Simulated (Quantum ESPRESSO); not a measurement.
Runs of Quantum ESPRESSO 7.5 on AgBr. It takes space group Fm-3m (No. 225, cubic). Conventional cell: a = 5.740 Å, b = 5.740 Å, c = 5.740 Å, α = 90.00°, β = 90.00°, γ = 90.00°. Ag (site symmetry m-3m) has 6 Br at 2.87 Å as nearest neighbours. Br (site symmetry m-3m) has 6 Ag at 2.87 Å as nearest neighbours. 

| level | potentials or basis | form of the LDA correlation | pressure (GPa) |
| --- | --- | --- | --- |
| LDA | GBRV 1.5 LDA | PZ81 | -4.4 |
| BLYP | GBRV 1.5 PBE | - | (a) |
| WC | GBRV 1.5 PBE | - | -1.8 |
| PBEsol | GBRV 1.5 PBEsol | - | -1.8 |
| AM05 | GBRV 1.5 PBE | - | -0.9 |

Alike in all rows: task dielectric tensor; no spin polarisation; cell as given; k mesh 6 × 6 × 6, shifted; cutoff (eV) 762; smearing fermi-dirac 0.05 eV.

Task: Fill in the values left out.

Result: (a) 6.1.

Caveats: the potentials were made for another functional, which shifts forces and pressure (some runs); the cell is more than 3 GPa from zero pressure, which shifts response properties (some runs).

Runs at the PBE level aren't shown here.
